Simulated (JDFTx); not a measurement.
AlFe, 2 atoms in the cell. The structure is cubic, space group Pm-3m (No. 221). The conventional cell has a = 2.910 Å, b = 2.910 Å, c = 2.910 Å, α = 90.00°, β = 90.00°, γ = 90.00°. Fe (site symmetry m-3m) is surrounded by 8 Al at 2.52 Å. Al (site symmetry m-3m) is surrounded by 8 Fe at 2.52 Å. 

* Program: JDFTx 1.7.0 (patched build)
* Task: single point
* Functional: PBE
* Potentials or basis: PseudoDojo-SR-PBE-0.5-standard with smoothed tails
* Cutoff: 1225 eV
* Density cutoff: 9796 eV
* k mesh: 4 × 4 × 4
* Occupations: fermi-dirac, width 0.05 eV
* Spin: collinear spin, ferromagnetic start
* Starting moments: [3.0, 0.0] μB
* Local potential set to -Z/r beyond: 6 bohr
* Density cutoff over wavefunction cutoff: 8
* Max SCF steps: 100
* SCF threshold on the energy: 1e-09 Ha
* Solver of the electrons: scf
* Further solve for the empty bands: yes

Potentials or basis: PseudoDojo-SR-PBE-0.5-standard with smoothed tails.

Command:

```console
$ jdftx -c 1 -i AlFe.in -o AlFe.out
```

Hardware: 1 thread of Arm Neoverse V2, with other jobs on the host.

How long does it take, and how much memory?

It took 51 s on 1 thread of Arm Neoverse V2, on a shared host, peak memory 0.11 GiB. Counts: scf iterations 13, bands 17, k points 10, plane waves 2397.
